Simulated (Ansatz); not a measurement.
# TiSi$_{2}$: do energies and stresses tell the same story?

The calculation used DFT PBE, scalar-relativistic, plane waves, PAW in Ansatz.

Settings: cutoff 420 eV, Γ-centred mesh 10×10×10 on the computed 6-atom cell, Gaussian smearing of 0.10 eV; no spin polarisation.

Relaxed cell: Fddd, a = 4.808 Å, b = 8.270 Å, c = 8.559 Å, α = 90.00°, β = 90.00°, γ = 90.00°, 6 atoms in the primitive cell.

Energies at zero smearing and pressures from the stress tensor, at volumes with shape and atoms relaxed:
| V (Å³/atom) | E − E(first) (meV/atom) | P (GPa) |
| --- | --- | --- |
| 12.479 | 0.00 | 23.54 |
| 12.904 | -52.42 | 16.16 |
| 13.330 | -86.75 | 9.89 |
| 13.755 | -105.71 | 4.55 |
| 14.180 | -111.57 | 0.00 |
| 14.606 | -106.28 | -3.87 |
| 15.031 | -91.52 | -7.16 |
| 15.598 | -59.53 | -10.78 |

Problem. Check P = −dE/dV between neighbouring volumes, and get the bulk modulus from the pressures alone.

Solution. With 1 eV/Å³ = 160.2 GPa:
| middle V (Å³/atom) | −ΔE/ΔV (GPa) | mean P (GPa) |
| --- | --- | --- |
| 12.691 | 19.741 | 19.849 |
| 13.117 | 12.933 | 13.024 |
| 13.542 | 7.139 | 7.216 |
| 13.968 | 2.206 | 2.272 |
| 14.393 | -1.991 | -1.935 |
| 14.818 | -5.560 | -5.512 |
| 15.315 | -9.035 | -8.965 |

The two differ by 0.11 GPa at most. The mean of two end pressures misses the average over a step by about ΔV² P″/12, up to 0.10 GPa here; with that taken off 0.01 GPa remains. Around V = 14.180 Å³/atom, the two neighbours give B = −V ΔP/ΔV = 14.180 × 8.41 / 0.851 = 140.2 GPa, against B0 = 139.4 GPa from the Birch–Murnaghan fit of the energies.